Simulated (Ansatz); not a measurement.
In₂O₃: gradients before and after relaxing the atoms

Start: a computed structure from the Materials Project (it need not be an observed phase), atoms as given.

Space group R-3c:H (No. 167); a = 5.5162, c = 14.5911 Å, γ = 120.00°.

| site | Wyckoff | site symmetry | x | y | z |
| --- | --- | --- | --- | --- | --- |
| In | 12c | 3. | 0.0000 | 0.0000 | 0.1429 |
| O | 18e | .2 | 0.6298 | 0.9632 | 0.9167 |

One atom of each set is listed; the run and its k-mesh use a cell of 10 atoms with edges of 5.81, 5.81, 5.81 Å.

Method: Kohn–Sham DFT in Ansatz, PBE, plane waves and PAW, scalar-relativistic, 420 eV cutoff, Γ-centred 6×6×6 k-points, Fermi–Dirac smearing 0.01 eV.

The largest force at the start is 0.083 eV/Å. Relaxing the ions at fixed cell moves them by 0.008 Å at most (atom 2, In) and 0.005 Å rms.

```csv
site,moved (Å),first shell before,first shell after,V_zz before (10²¹ V/m²),η before
In,0.008,6 O at 2.13–2.26 Å,6 O at 2.13–2.27 Å,4.38,0.00
O,0.001,4 In at 2.13–2.26 Å,4 In at 2.13–2.27 Å,-4.55,0.54
```

Task: How do the gradients change?

Result: 

```tsv
site	V_zz after	η after	change of V_zz
In	4.64	0.00	+0.26
O	-4.52	0.55	+0.03
```

The largest change of V_zz is on In, from 4.38 to 4.64. In per cent, |V_zz| changes by +6 on In, -1 on O (all sites that start above 0.5).

At this cell the PBE pressure is 5 GPa, so with PBE the cell would grow if it were relaxed. The entry's cell may itself be off. Without spin–orbit coupling (the program notes it for In) the gradients can shift somewhat, as the gap is small.
